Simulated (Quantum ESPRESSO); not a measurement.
# PtS2 in Quantum ESPRESSO: the effect of Hubbard term

Crystal: PtS2.

```
Pt S
1.0
     3.54320    0.00000    0.00000
    -1.77160    3.06850    0.00000
     0.00000    0.00000    5.03880
Pt S
1 2
Direct
  0.00000 0.00000 0.00000
  0.66667 0.33333 0.77300
  0.33333 0.66667 0.22700
```

Alike in all runs:

* Program: Quantum ESPRESSO 7.5
* Task: Hubbard U by linear response
* Functional: PBEsol
* Potentials or basis: GBRV 1.5 PBEsol
* Cutoff: 612 eV
* Density cutoff: 4898 eV
* k mesh: 4 × 4 × 2
* Occupations: fermi-dirac, width 0.05 eV
* Spin: no spin polarisation
* Start of the occupations: default
* Hubbard projectors: ortho-atomic
* Mixing beta: 0.3
* Most SCF iterations: 120
* SCF threshold: 6e-10 Ry
* q mesh: 2 × 2 × 2

One run gave: gap on the mesh 1.12 eV; pressure 5.9 GPa; largest force 1.04 eV/Å. Which Hubbard term did it use?
A. Pt d U = 4.0 eV
B. Pt d U = 2.0 eV
C. Pt d U = 6.0 eV
D. Pt d U = 0.0001 eV
E. Pt d U = 8.0 eV

D.

```csv
Hubbard term,gap on the mesh (eV),pressure (GPa),largest force (eV/Å)
Pt d U = 0.0001 eV,1.12,5.9,1.04
Pt d U = 2.0 eV,1.05,6.1,1.08
Pt d U = 4.0 eV,0.99,6.3,1.12
Pt d U = 6.0 eV,0.92,6.6,1.15
Pt d U = 8.0 eV,0.84,6.9,1.19
```

Caveats: all runs use coarse meshes; spin-orbit coupling is left out, which moves the levels of the heavy elements; forces of over 1 eV/Å show positions far from the minimum, so gaps and moduli don't describe the material at rest.

A k mesh can miss the band edges.

Not every run made on this cell is shown here.
